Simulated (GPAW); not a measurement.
# HfC (Fm-3m) in GPAW: settings compared

One crystal, HfC, is run at these levels: M06-L+D4, TPSS; tasks: equation of state, band structure.

Program: GPAW 26.7.0. These are calculated values, not measurements. Logs are shortened: lines on timing, memory, paths and dates and some standing lists are left out, and cuts for length are marked. The log counts tension as positive stress, the text compression.

## 1. Starting point

It takes space group Fm-3m (No. 225, cubic). The conventional cell has a = 4.650 Å, b = 4.650 Å, c = 4.650 Å, α = 90.00°, β = 90.00°, γ = 90.00°. Hf (site symmetry m-3m) has 6 C at 2.33 Å as nearest neighbours. C (site symmetry m-3m) is surrounded by 6 Hf at 2.33 Å.

## 2. Equation of state, M06-L+D4

Input file run.py:

```python
from ase import Atoms
from ase.calculators.mixing import SumCalculator
from ase.eos import EquationOfState
from ase.io import Trajectory
from ase.units import GPa
from dftd4.ase import DFTD4
from gpaw import GPAW, PW

atoms = Atoms(['Hf', 'C'],
              cell=[[0.0, 2.325, 2.325],
                    [2.325, 0.0, 2.325],
                    [2.325, 2.325, 0.0]],
              scaled_positions=[[0.5, 0.5, 0.5],
                                [0.0, 0.0, 0.0]],
              pbc=True)

traj = Trajectory('eos.traj', 'w')
volumes, energies = [], []
for x in [0.94, 0.96, 0.98, 1.0, 1.02, 1.04, 1.06]:
    a = atoms.copy()
    a.set_cell(atoms.cell * x**(1 / 3), scale_atoms=True)
    calc = GPAW(mode=PW(800),
                xc='M06-L',
                kpts={'size': (8, 8, 8), 'gamma': True},
                occupations={'name': 'fermi-dirac', 'width': 0.05},
                nbands=18,
                convergence={'density': 1e-05, 'energy': 1e-05},
                maxiter=150,
                txt=f'eos-{x:.2f}.txt')
    a.calc = SumCalculator([calc, DFTD4(method='m06l')])
    energies.append(a.get_potential_energy())
    volumes.append(a.get_volume())
    p = -a.get_stress()[:3].mean() / GPa
    calc.write(f'eos-{x:.2f}.gpw')
    traj.write(a)
    print(f'{x:.2f} {volumes[-1]:10.4f} A^3 {energies[-1]:14.6f} eV {p:9.3f} GPa', flush=True)

v0, e0, B = EquationOfState(volumes, energies, eos='birchmurnaghan').fit()
print(f'V0 = {v0:.4f} A^3, E0 = {e0:.6f} eV, B0 = {B / GPa:.2f} GPa')
```

Potentials or basis: GPAW PAW data sets (gpaw-data 1.2.1), pw.

On the command line:

```bash
$ OMP_NUM_THREADS=1 python run.py
```

The log of the run:

```text
__  _  _
 | _ |_)|_||  |
 |__||  | ||/\| - 26.7.0

Input parameters:
  mode=PW(ecut=800.0),
  convergence={'density': 1e-05, 'energy': 1e-05},
  kpts=MonkhorstPack(size=(8, 8, 8), gamma=True),
  maxiter=150,
  nbands=18,
  occupations=Occupations(name='fermi-dirac', width=0.05),
  xc=XC(name='M06-L')

Diagonalizing LCAO Hamiltonian
Converting LCAO to pw mode

              Hf

       C

Atoms  # Å, Bohr magnetons
|   | symbol |        x |        y |        z |    initial magnetic moments |
|---|--------|----------|----------|----------|-----------------------------|
| 0 |     Hf | 2.277538 | 2.277538 | 2.277538 | ( 0.0000,  0.0000,  0.0000) |
| 1 |      C | 0.000000 | 0.000000 | 0.000000 | ( 0.0000,  0.0000,  0.0000) |

Unit cell  # Å
| periodic |        x |        y |        z |  lengths |    angles |
|----------|----------|----------|----------|----------|-----------|
|      yes | 0.000000 | 2.277538 | 2.277538 | 3.220925 | 60.000000 |
|      yes | 2.277538 | 0.000000 | 2.277538 | 3.220925 | 60.000000 |
|      yes | 2.277538 | 2.277538 | 0.000000 | 3.220925 | 60.000000 |

Number of symmetries: 48
Symmetry operations  # r_c * U_cc + t_c -> r_c
|    | kind |            matrix            |
|----|------|------------------------------|
|  0 |  σ   |  1, 0, 0,  1, 0,-1,  1,-1, 0 |
|  1 |  C2  |  1, 0, 0,  1,-1, 0,  1, 0,-1 |
|  2 |  E   |  1, 0, 0,  0, 1, 0,  0, 0, 1 |
|  3 |  σ   |  1, 0, 0,  0, 0, 1,  0, 1, 0 |
|  4 |  C4  |  1, 0,-1,  1, 0, 0,  1,-1, 0 |
|  5 |  S6  |  1, 0,-1,  1,-1, 0,  1, 0, 0 |
|  6 |  σ   |  1, 0,-1,  0, 1,-1,  0, 0,-1 |
|  7 |  C3  |  1, 0,-1,  0, 0,-1,  0, 1,-1 |
|  8 |  S6  |  1,-1, 0,  1, 0, 0,  1, 0,-1 |
|  9 |  C4  |  1,-1, 0,  1, 0,-1,  1, 0, 0 |
| 10 |  C3  |  1,-1, 0,  0,-1, 1,  0,-1, 0 |
| 11 |  σ   |  1,-1, 0,  0,-1, 0,  0,-1, 1 |
| 12 |  σ   |  0, 1, 0,  1, 0, 0,  0, 0, 1 |
| 13 |  C4  |  0, 1, 0,  0, 1,-1, -1, 1, 0 |
| 14 |  C3  |  0, 1, 0,  0, 0, 1,  1, 0, 0 |
| 15 |  S6  |  0, 1, 0, -1, 1, 0,  0, 1,-1 |
| 16 |  C2  |  0, 1,-1,  1, 0,-1,  0, 0,-1 |
| 17 |  σ   |  0, 1,-1,  0, 1, 0, -1, 1, 0 |
| 18 |  S4  |  0, 1,-1,  0, 0,-1,  1, 0,-1 |
| 19 |  C4  |  0, 1,-1, -1, 1, 0,  0, 1, 0 |
| 20 |  C3  |  0, 0, 1,  1, 0, 0,  0, 1, 0 |
| 21 |  σ   |  0, 0, 1,  0, 1, 0,  1, 0, 0 |
| 22 |  S6  |  0, 0, 1,  0,-1, 1, -1, 0, 1 |
| 23 |  C4  |  0, 0, 1, -1, 0, 1,  0,-1, 1 |
| 24 |  S4  |  0, 0,-1,  1, 0,-1,  0, 1,-1 |
| 25 |  C3  |  0, 0,-1,  0, 1,-1,  1, 0,-1 |
| 26 |  C2  |  0, 0,-1,  0,-1, 0, -1, 0, 0 |
| 27 |  S6  |  0, 0,-1, -1, 0, 0,  0,-1, 0 |
| 28 |  S4  |  0,-1, 1,  1,-1, 0,  0,-1, 0 |
| 29 |  C4  |  0,-1, 1,  0, 0, 1, -1, 0, 1 |
| 30 |  C2  |  0,-1, 1,  0,-1, 0,  1,-1, 0 |
| 31 |  σ   |  0,-1, 1, -1, 0, 1,  0, 0, 1 |
| 32 |  C3  |  0,-1, 0,  1,-1, 0,  0,-1, 1 |
| 33 |  S6  |  0,-1, 0,  0, 0,-1, -1, 0, 0 |
| 34 |  S4  |  0,-1, 0,  0,-1, 1,  1,-1, 0 |
| 35 |  C2  |  0,-1, 0, -1, 0, 0,  0, 0,-1 |
| 36 |  C2  | -1, 1, 0,  0, 1, 0,  0, 1,-1 |
| 37 |  S6  | -1, 1, 0,  0, 1,-1,  0, 1, 0 |
| 38 |  S4  | -1, 1, 0, -1, 0, 1, -1, 0, 0 |
| 39 |  C3  | -1, 1, 0, -1, 0, 0, -1, 0, 1 |
| 40 |  S6  | -1, 0, 1,  0, 0, 1,  0,-1, 1 |
| 41 |  C2  | -1, 0, 1,  0,-1, 1,  0, 0, 1 |
| 42 |  C3  | -1, 0, 1, -1, 1, 0, -1, 0, 0 |
| 43 |  S4  | -1, 0, 1, -1, 0, 0, -1, 1, 0 |
| 44 |  C2  | -1, 0, 0,  0, 0,-1,  0,-1, 0 |
| 45 |  i   | -1, 0, 0,  0,-1, 0,  0, 0,-1 |
| 46 |  σ   | -1, 0, 0, -1, 1, 0, -1, 0, 1 |
| 47 |  C2  | -1, 0, 0, -1, 0, 1, -1, 1, 0 |

BZ-sampling:
  Number of BZ points: 512
[... 79 lines left out ...]
      lmax: 2
    cutoffs:
      filter: 1.14  # [Å]
      core: 1.14  # [Å]
    projectors
    | kind |    occ | energy [eV] | rcut [Å] |
    |------|--------|-------------|----------|
    |   2s |  2.000 |     -13.751 |    0.635 |
    |   2p |  2.000 |      -5.284 |    0.635 |
    |    s |        |      13.461 |    0.635 |
    |    p |        |      21.927 |    0.635 |
    |    d |        |       0.000 |    0.635 |

    Using partial waves for C as LCAO basis

Reference energy: -410913.743391  # eV

eigensolver:
  PPCG
  Converge bands: occupied
  niter=2

density mixing:
  MSR1-Mixer
  Pratt-step length: 0.05
  Maximum mixing coefficient: 0.75
  Old densities: 10
  SVD Regularization: 0.005
  Good broyden scale: 1.0
  Trust region scale: 1.0
  Backstep threshold: 4.0
  History deletion threshold: 6.0
  Fourier metric: weight=20.0, sigma=0.015

occupation numbers:
  Fermi-Dirac:
    width: 0.0500  # eV

poisson solver:
  ecut: 6400.0  # eV

xc functional:
  name: M06-L with 2 nearest neighbor stencil

convergence criteria:
- Maximum integral of absolute [dens]ity change: 1e-05 electrons / valence electron
- Maximum [total energy] change in last 3 cyles: 1e-05 eV / valence electron
- Maximum integral of absolute [eigenst]ate change: 4e-08 eV^2 / valence electron
maximum number of iterations: 150

SCF iterations
|iter     | |      energy | eigst |  dens |
|---------|-|-------------|-------|-------|
|iter:   1| | -431.478773 | +4.24 |       |
|iter:   2| |  -33.335041 | +1.78 | -0.20 |
|iter:   3| |  -24.814839 | +0.22 | -0.69 |
|iter:   4| |  -25.396876 | -1.83 | -0.96 |
|iter:   5| |  -25.234663 | -1.27 | -1.00 |
|iter:   6| |  -25.393040 | -2.18 | -1.52 |
|iter:   7| |  -25.431613 | -1.80 | -1.59 |
|iter:   8| |  -25.420884 | -2.51 | -1.90 |
|iter:   9| |  -25.420509 | -3.51 | -2.04 |
|iter:  10| |  -25.422476 | -3.42 | -2.07 |
|iter:  11| |  -25.425134 | -4.23 | -2.13 |
|iter:  12| |  -25.428039 | -2.64 | -2.17 |
|iter:  13| |  -25.428958 | -3.20 | -2.55 |
|iter:  14| |  -25.429146 | -4.42 | -3.15 |
|iter:  15| |  -25.429169 | -5.31 | -3.59 |
|iter:  16| |  -25.429173c| -5.84 | -4.04 |
|iter:  17| |  -25.429174c| -6.26 | -4.36 |
|iter:  18| |  -25.429175c| -7.00 | -4.69 |
|iter:  19| |  -25.429175c| -7.53c| -5.08c|

Converged in 19 steps
Energy contributions relative to reference atoms: (reference = -410913.743391)

Energy contributions:
  Kinetic:          28.412961
  Coulomb:         -27.600176
  Zero:             -0.140111
  External:          0.000000
  Xc:              -26.100637
  Entropy:          -0.002424
  Spinorbit:         0.000000
  ----------------------------
  Free energy:     -25.430387
  Extrapolated:    -25.429175

dipole moment: (-9.055554, -9.055554, -9.055554)  # |e|*Ang

Fermi level: 11.641
Eigenvalues  # (at kpt = [0.000, 0.000, 0.000])
| band index |      eig [eV] | occ [0-2] |
|------------|---------------|-----------|
|          0 |       -49.939 |     2.000 |
|          1 |       -18.007 |     2.000 |
|          2 |       -18.007 |     2.000 |
|          3 |       -18.007 |     2.000 |
|          4 |        -1.655 |     2.000 |
|          5 |        12.767 |     0.000 |
|          6 |        12.767 |     0.000 |
|          7 |        12.767 |     0.000 |
|          8 |        13.401 |     0.000 |
|          9 |        13.401 |     0.000 |
|         10 |        13.401 |     0.000 |
|         11 |        15.980 |     0.000 |
|         12 |        15.980 |     0.000 |
|        ... |               |           |
|         17 |        37.705 |     0.000 |

No gap
No difference between direct/indirect transitions

Stress tensor  # eV/Ang^3
|         x |         y |         z |
|-----------|-----------|-----------|
| -0.096367 |  0.000000 |  0.000000 |
|  0.000000 | -0.096367 |  0.000000 |
|  0.000000 |  0.000000 | -0.096367 |

# Writing to eos-0.94.gpw (mode='')
```

stdout:

```text
0.94    23.6280 A^3     -25.522615 eV    14.751 GPa
0.96    24.1307 A^3     -25.559727 eV     8.259 GPa
0.98    24.6334 A^3     -25.577428 eV     2.422 GPa
1.00    25.1362 A^3     -25.577697 eV    -2.828 GPa
1.02    25.6389 A^3     -25.562247 eV    -7.550 GPa
1.04    26.1416 A^3     -25.532747 eV   -11.794 GPa
1.06    26.6443 A^3     -25.490563 eV   -15.611 GPa
V0 = 24.8902 A^3, E0 = -25.579623 eV, B0 = 260.36 GPa
```

eos-0.96.txt:

```text
SCF iterations
|iter     | |      energy | eigst |  dens |
|---------|-|-------------|-------|-------|
|iter:   1| | -415.620347 | +4.24 |       |
|iter:   2| |  -33.540775 | +1.73 | -0.22 |
|iter:   3| |  -24.875434 | +0.23 | -0.68 |
|iter:   4| |  -25.414226 | -1.82 | -0.95 |
|iter:   5| |  -25.244117 | -1.30 | -1.00 |
[... 47 lines left out ...]
|         11 |        15.635 |     0.000 |
|         12 |        15.635 |     0.000 |
|        ... |               |           |
|         17 |        36.983 |     0.000 |

No gap
No difference between direct/indirect transitions

Stress tensor  # eV/Ang^3
|         x |         y |         z |
|-----------|-----------|-----------|
| -0.055641 |  0.000000 |  0.000000 |
|  0.000000 | -0.055641 |  0.000000 |
|  0.000000 |  0.000000 | -0.055641 |

# Writing to eos-0.96.gpw (mode='')
```

Wall time 11 min (1 thread of Arm Neoverse V2, shared host); peak memory 0.87 GiB.

What came out:

```yaml
Equilibrium_volume: "12.44 Å³/atom (rough: see the caveat)"
Bulk_modulus: 260 GPa (rough)
```

Energy against volume, from the lowest point:
```csv
volume (Å³/atom),energy (meV/atom)
11.814,27.49
12.065,8.95
12.317,0.12
12.568,0.00
12.819,7.73
13.071,22.48
13.322,43.56
```

Caveat: the points scatter about the fit; the PAW data sets were made with another functional, which shifts forces and pressure a little. The run has no spin-orbit coupling, so splittings on Hf are missing.

## 3. Band structure, TPSS, spin-orbit coupling, no magnetisation

Input file run.py:

```python
import numpy as np
from ase.dft.bandgap import bandgap
from ase.io import read, write
from ase.units import GPa
from gpaw import GPAW, PW
from gpaw.spinorbit import soc_eigenstates

atoms = read('HfC.cif')

calc = GPAW(mode=PW(800),
            xc='MGGA_X_TPSS+MGGA_C_TPSS',
            kpts={'size': (8, 8, 8), 'gamma': True},
            occupations={'name': 'fermi-dirac', 'width': 0.05},
            nbands=18,
            convergence={'density': 1e-05, 'energy': 1e-05},
            eigensolver='davidson',
            maxiter=150,
            txt='gpaw.txt')
atoms.calc = calc
energy = atoms.get_potential_energy()
forces = atoms.get_forces()
stress = atoms.get_stress()
calc.write('gs.gpw')
write('result.traj', atoms)
print(f'Energy: {energy:.6f} eV')
print('Forces (eV/A):')
print(forces.round(4))
print('Stress (GPa):', (stress / GPa).round(3))
print('Fermi level:', round(calc.get_fermi_level(), 4), 'eV')
print(f'Gap: {bandgap(calc)[0]:.4f} eV, direct: {bandgap(calc, direct=True)[0]:.4f} eV')

path = atoms.cell.bandpath('GXWKGLUWLK,UX', npoints=60, eps=1e-4)
bs_calc = calc.fixed_density(kpts=path, symmetry='off', nbands=27,
                             convergence={'bands': 'CBM+6.0', 'eigenstates': 1e-6}, txt='bands.txt')
bs = bs_calc.band_structure()
bs.write('bs.json')
print(f'Gap on the path: {bandgap(bs_calc)[0]:.4f} eV')

soc = soc_eigenstates(bs_calc, theta=0, phi=0, ignore_xc_potential=True)
np.savetxt('soc_bands.dat', soc.eigenvalues(), fmt='%.4f')
mesh = soc_eigenstates('gs.gpw', theta=0, phi=0, ignore_xc_potential=True)
np.savetxt('soc_mesh.dat', mesh.eigenvalues(), fmt='%.4f')
print('Fermi level with spin-orbit coupling:', round(mesh.fermi_level, 4), 'eV')
```

Input file HfC.cif:

```cif
data_HfC
_cell_length_a 3.28804653
_cell_length_b 3.28804653
_cell_length_c 3.28804653
_cell_angle_alpha 60.00000000
_cell_angle_beta 60.00000000
_cell_angle_gamma 60.00000000
_space_group_name_H-M_alt 'P1'
_space_group_name_Hall 'P 1'
_space_group_IT_number 1
loop_
_space_group_symop_operation_xyz
'x,y,z'
loop_
_atom_site_label
_atom_site_type_symbol
_atom_site_symmetry_multiplicity
_atom_site_Wyckoff_symbol
_atom_site_fract_x
_atom_site_fract_y
_atom_site_fract_z
_atom_site_occupancy
Hf1 Hf 1 a 0.5000000000 0.5000000000 0.5000000000 1
C1 C 1 a 0.0000000000 0.0000000000 0.0000000000 1
```

Potentials or basis: GPAW PAW data sets (gpaw-data 1.2.1), pw.

On the command line:

```bash
$ OMP_NUM_THREADS=1 python run.py
```

Wall time 2 min (1 thread of Arm Neoverse V2, shared host); peak memory 0.39 GiB.

Results (log left out):

```
Free energy             : -13.1809 eV
Pressure                : 0.2 GPa
Band gap along the path : none (metal or under the smearing width)
```

Levels at the corners of the path, in eV from the Fermi level:
| point | band 14 | band 15 | band 16 | band 17 | band 18 | band 19 |
| --- | --- | --- | --- | --- | --- | --- |
| Γ | 1.13 | 1.13 | 1.13 | 1.29 | 1.29 | 1.29 |
| X | -1.81 | -0.20 | -0.20 | 0.20 | 0.20 | 5.44 |
| W | -2.96 | -2.38 | -2.38 | 3.68 | 3.68 | 3.73 |
| K | -2.69 | -1.55 | -1.55 | 1.60 | 1.60 | 5.71 |
| Γ | 1.13 | 1.13 | 1.13 | 1.29 | 1.29 | 1.29 |
| L | -3.00 | -2.92 | -2.92 | 5.28 | 5.28 | 5.30 |
| U | -2.69 | -1.55 | -1.55 | 1.60 | 1.60 | 5.71 |
| W | -2.96 | -2.38 | -2.38 | 3.68 | 3.68 | 3.73 |
| L | -3.00 | -2.92 | -2.92 | 5.28 | 5.28 | 5.30 |
| K | -2.69 | -1.55 | -1.55 | 1.60 | 1.60 | 5.71 |
| U | -2.69 | -1.55 | -1.55 | 1.60 | 1.60 | 5.71 |
| X | -1.81 | -0.20 | -0.20 | 0.20 | 0.20 | 5.44 |

Caveat: spin-orbit coupling was added after a scalar SCF, so levels and gaps hold it while energy, forces, pressure and moments don't; this program's spin-orbit splittings come out too wide for heavy elements; the PAW data sets were made with another functional, which shifts forces and pressure a little.
